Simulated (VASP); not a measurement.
Here is a VASP 6.6.1 calculation.

Contents of INCAR:

```
SYSTEM = InSb
PREC = Accurate
ENCUT = 520
EDIFF = 1E-7
ISMEAR = 0
SIGMA = 0.1
LREAL = .FALSE.
LASPH = .TRUE.
NELM = 100
ALGO = Normal
ISIF = 2
LWAVE = .FALSE.
LCHARG = .TRUE.
METAGGA = R2SCAN
LMIXTAU = .TRUE.
LELF = .TRUE.
LVHAR = .TRUE.
NBANDS = 16
```

File KPOINTS:

```
Automatic mesh
0
G
  14 14 14
  0 0 0
```

Contents of POSCAR:

```
InSb
1.0
   -2.9041400000      2.9041400000      1.5853500000
    2.9041400000     -2.9041400000      1.5853500000
    2.9041400000      2.9041400000     -1.5853500000
In Sb
1 1
Direct
    0.7500000000      0.2500000000      0.5000000000
    0.0000000000      0.0000000000      0.0000000000
```

Potentials or basis: VASP PAW PBE potentials, release 64 (In_d, Sb).

The run is started by

```bash
$ cat potpaw_PBE.64/In_d/POTCAR potpaw_PBE.64/Sb/POTCAR > POTCAR
$ mpirun -np 1 vasp_std > vasp.out
```

Estimate the pressure.

1.7 GPa.

Predict the band gap on the k mesh.

none (metal or under the smearing width).

Stress tensor (GPa, compression positive):
```
1.57 0.00 0.00
0.00 1.57 0.00
0.00 0.00 1.95
```

Caveat: the PAW data sets were made with another functional, which shifts forces and pressure a little. Spin-orbit coupling is left out, which matters for the levels of Sb.
